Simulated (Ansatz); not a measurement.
**HfO2: the band gap up the ladder of functionals**

An exercise on one series of results from a longer session: the logs are not shown, and one member is left open.

Program: Ansatz 0.2.0. PAW datasets, plane waves. Computed at 0 K without zero-point motion; spin polarisation is off.

### Starting point

The cell was relaxed beforehand with r2SCAN.

It is cubic, Fm-3m (No. 225); a = 5.058 Å in the conventional setting, 10.79 Å³ an atom. Around Hf lie 8 O at 2.19 Å; around O lie 4 Hf at 2.19 Å.

Structure file:

```cif
data_structure
_symmetry_space_group_name_H-M 'Fm-3m'
_symmetry_Int_Tables_number 225
_cell_length_a 5.0584
_cell_length_b 5.0584
_cell_length_c 5.0584
_cell_angle_alpha 90.000
_cell_angle_beta 90.000
_cell_angle_gamma 90.000
_cell_volume 129.43
loop_
_atom_site_label
_atom_site_type_symbol
_atom_site_symmetry_multiplicity
_atom_site_Wyckoff_symbol
_atom_site_fract_x
_atom_site_fract_y
_atom_site_fract_z
_atom_site_occupancy
Hf1 Hf 4 a 0.00000 0.00000 0.00000 1
O1 O 8 c 0.25000 0.75000 0.75000 1
```

Set-up of the first run:

Contents of input.yaml:

```yaml
crystal:
  lattice:
    - [0.0, 2.5291823184, 2.5291823184]
    - [2.5291823184, 0.0, 2.5291823184]
    - [2.5291823184, 2.5291823184, 0.0]
  atoms:
    - { symbol: Hf, position: [0.0, 0.0, 0.0] }
    - { symbol: O, position: [0.25, 0.25, 0.25] }
    - { symbol: O, position: [0.75, 0.75, 0.75] }
kpoints:
  mp_grid: { grid: [8, 8, 8] }
  band_path:
    path:
      - [[0.0, 0.0, 0.0], [0.5, 3.466583850588e-35, 0.5], [0.625, 0.25, 0.625]]
      - [[0.375, 0.375, 0.75], [0.0, 0.0, 0.0], [0.5, 0.5, 0.5], [0.5, 0.25, 0.75], [0.5, 3.466583850588e-35, 0.5]]
    npoints: 10
hamiltonian:
  xc: pbe
scf:
  occupations: { method: fermi_dirac, width: 0.02 }
  n_extra_bands: 4
output:
  forces: true
  stress: true
  eigenvalues: true
```

On the command line:

```bash
$ ansatz run input.yaml --threads 2 --pin off --max-ram 2211MiB --backend cpu --events-out ev --progress --plain --runs-dir out
```

Steps of the session up to this table: PBE band path; r2SCAN at the same geometry; HSE06; PBE+SOC at the same geometry; G0W0 on PBE; Single point with PBE0.

One table of the session follows, with a row left open; its other results are not shown here.

| level | gap (eV) |
| --- | --- |
| PBE | 3.80 |
| r2SCAN | ? |
| HSE06 | 5.41 |
| PBE+SOC | 3.81 |
| G0W0@PBE (96 empty bands) | 5.12 |
| PBE0 | 6.16 |

**Question.** Estimate the row for r2SCAN.

The run gave: gap (eV): 4.30. In the column «gap (eV)» it lies between PBE+SOC (3.81) and G0W0@PBE (96 empty bands) (5.12).

Meshes: PBE 8×8×8, r2SCAN 8×8×8, HSE06 6×6×6, PBE+SOC 8×8×8, PBE0 6×6×6

PBE reaches 74 % of the G0W0@PBE value, and r2SCAN 84 %. PBE0 lies 0.75 eV above HSE06, which differs from it by screening the long-range exchange. The G0W0 figures hold for the stated bands, cutoff and mesh and aren't extrapolated.

Caveats from the session: Warnings in the runs' records: stress scf threshold loose, stress exchange threshold loose.
